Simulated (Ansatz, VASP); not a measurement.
## MgO in VASP and in Ansatz

The input POSCAR:

```
MgO
1.0
   -0.0525541854      2.1021674158      2.1021674158
    2.1021674158     -0.0525541854      2.1021674158
    2.0496132304      2.0496132304      0.0000000000
Mg O
1 1
Direct
    0.0000000000      0.0000000000      0.0000000000
    0.5000000000      0.5000000000      0.5000000000
```

Contents of INCAR.step1:

```
SYSTEM = MgO
  PREC = Accurate
  ENCUT = 520
  ISMEAR = 0
  SIGMA = 0.01
  LREAL = .False.
  LASPH = .True.
  NELM = 80
  NBANDS = 11
  GGA = PE
  ALGO = Normal
  EDIFF = 1E-4
  LWAVE = .True.
  LCHARG = .False.
```

Contents of INCAR.step2:

```
SYSTEM = MgO
  PREC = Accurate
  ENCUT = 520
  EDIFF = 1E-6
  ISMEAR = 0
  SIGMA = 0.01
  LREAL = .False.
  LASPH = .True.
  NELM = 80
  ALGO = Normal
  ISIF = 2
  LWAVE = .False.
  LCHARG = .False.
  METAGGA = R2SCAN
  LMIXTAU = .True.
  NBANDS = 11
  ISTART = 1
```

KPOINTS

```
Automatic mesh
0
Gamma
  10 10 10
  0 0 0
```

Input for Ansatz:

```yaml
crystal:
  lattice:
    - [-0.0525541854, 2.1021674158, 2.1021674158]
    - [2.1021674158, -0.0525541854, 2.1021674158]
    - [2.0496132304, 2.0496132304, 0.0]
  atoms:
    - { symbol: Mg, position: [0.0, 0.0, 0.0] }
    - { symbol: O, position: [0.5, 0.5, 0.5] }
kpoints:
  mp_grid: { grid: [10, 10, 10] }
  band_path:
    path:
      - [0.0, 0.0, 0.0]
      - [0.5, 0.0, 0.5]
      - [0.625, 0.25, 0.625]
      - [0.375, 0.375, 0.75]
      - [0.5, 0.5, 0.5]
      - [0.5, 0.25, 0.75]
    npoints: 1
hamiltonian:
  xc: r2scan
scf:
  occupations: { method: fixed }
  n_extra_bands: 4
output:
  forces: true
  stress: true
  eigenvalues: true
```

Change from the starting cell: shear_xy strain -5.0%.

Alike in both runs: task single point; functional r2SCAN; k mesh 10 × 10 × 10; no spin polarisation.

|  | VASP | Ansatz |
| --- | --- | --- |
| version | VASP 6.6.1 | Ansatz 0.2.0 |
| potentials or method | VASP PAW PBE potentials, release 64 (Mg, O) | plane waves, PAW |
| plane-wave cutoff (eV) | 520 | 500 |
| occupations | gaussian, width 0.01 eV | fixed |
| valence electrons in the cell | 8 | 16 |

VASP gave:

```
gap on the k mesh at the Fermi level (eV)       : 5.43
pressure (GPa)                                  : -1.0
largest component of the traceless stress (GPa) : 7.91
```

Estimate Ansatz's values.

gap on the k mesh at the Fermi level (eV): 5.46; pressure (GPa): 0.1; largest component of the traceless stress (GPa): 7.86.

The two sets of potentials don't hold the same shells in valence.

Caveats: the PAW data sets were made with another functional, which shifts forces and pressure a little (VASP).
